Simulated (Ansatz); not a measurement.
BP in the zincblende structure, relaxed with r2SCAN: the symmetry is F-43m (No. 216, cubic); conventional cell a = 4.537 Å, 11.67 Å³ an atom. B has 4 P at 1.96 Å; P has 4 B at 1.96 Å. One-shot G0W0@PBE in Ansatz 0.2.0 on a 6×6×6 mesh (contour deformation, no spin-orbit coupling), from a PBE gap of 1.331 eV over the mesh points (the G0W0 gap is indirect on the mesh); the number N of bands summed and the screening cutoff rise together. No spin polarisation and no zero-point or thermal motion.

```csv
N,cutoff (eV),1000/N,G0W0 gap (eV)
41,80,24.390,1.828
91,140,10.989,1.972
```

**Lay a straight line in 1000/N through these rows.** The slope is -0.0107 eV per unit of 1000/N and the intercept 2.090 eV.

**Predict the gap at N = 165 (210 eV).** 2.090 + (-0.0107) × 6.061 = 2.025 eV; the run gives 2.032 eV, +0.007 eV from the line.

**With that run's result added, what limit do the last two rows suggest?** Their slope is (2.032 − 1.972)/(6.061 − 10.989) = -0.0122, which meets 1/N = 0 at 2.11 eV, against 2.090 eV from the first line. The slope steepens, so 1/N isn't yet asymptotic and the true limit probably lies higher still; the k mesh isn't extrapolated.
